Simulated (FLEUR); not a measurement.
# Al: equation of state with PBE

**What was measured.**

“The interpretation of polycrystalline coherent inelastic neutron scattering from aluminium”, 2013, pmc:3831299 quotes, for a bulk crystal of Al: bulk modulus 76.9 GPa.

Al:

```xyz
1
Lattice="0.0000 2.0248 2.0248 2.0248 0.0000 2.0248 2.0248 2.0248 0.0000" Properties=species:S:1:pos:R:3 pbc="T T T"
Al    0.0000    0.0000    0.0000
```

| Item | Value |
| --- | --- |
| Program | FLEUR MaX-R8.1 (later development tree) |
| Task | equation of state |
| Functional | PBE |
| Potentials or basis | all-electron |
| Basis | FLAPW |
| Kmax | 4 1/bohr |
| k mesh | 11 × 11 × 11 |
| Occupations | fermi-dirac, width 0.05 eV |
| Spin | no spin polarisation |

```json
{
  "Equilibrium volume": "16.52 Å³/atom",
  "Bulk modulus": "79 GPa",
  "Pressure derivative of the bulk modulus": "4.4 (rough: it moves with the points fitted)"
}
```

Energy against volume, from the lowest point:
```tsv
volume (Å³/atom)	energy (meV/atom)
15.607	13.84
15.939	5.38
16.603	0.00
17.267	7.51
17.599	15.26
```

Against the measured bulk modulus of Al, 76.9 GPa (quoted in “The interpretation of polycrystalline coherent inelastic neutron scattering from aluminium”, 2013, pmc:3831299), the calculated 79 GPa is off by +2.6 %. The fit is for a static lattice scaled at fixed shape and fixed fractional positions. The cell as given is a measured one (16.60 Å³/atom); PBE puts the equilibrium volume -0.5 % from it, thermal expansion not counted.

Caveat: small basis for a fit.
